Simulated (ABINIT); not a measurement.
Crystal: BP.

```
CELL_PARAMETERS angstrom
0.00000 2.26900 2.26900
2.26900 0.00000 2.26900
2.26900 2.26900 0.00000
ATOMIC_POSITIONS crystal
P 0.75000 0.75000 0.75000
B 0.00000 0.00000 0.00000
```

Base run:

- Program: ABINIT 10.8.3 (patched build)
- Functional: HLE16
- Potentials or basis: PseudoDojo NC SR PBE v0.4.1 standard
- Cutoff: 1034 eV
- k mesh: 10 × 10 × 10
- Occupations: fermi-dirac, width 0.05 eV
- Spin: no spin polarisation

Its results: band gap on the k mesh 1.86 eV, indirect (least direct gap 3.54 eV); pressure -32.7 GPa.

Question: After a change of settings the same cell gave: band gap on the k mesh 1.25 eV, indirect (least direct gap 3.41 eV); pressure 1.0 GPa. Which change was it?
A. functional from HLE16 to OLYP
B. functional from HLE16 to RPBE
C. functional from HLE16 to LDA-VWN; potentials or basis from PseudoDojo NC SR PBE v0.4.1 standard to JTH PAW LDA v2.0; cutoff from 1034 eV to 544 eV
D. functional from HLE16 to PBE; potentials or basis from PseudoDojo NC SR PBE v0.4.1 standard to PseudoDojo NC SR PBE v0.5 stringent

Answer: D.

Caveats: the cell as given lies far from equilibrium (some runs); the potentials were made for a functional far from this one (some runs); so large a pressure means that the cell lies far from this level's equilibrium, or that cutoff or potentials fall short (some runs); the potentials were made for another functional, which shifts forces and pressure (some runs).
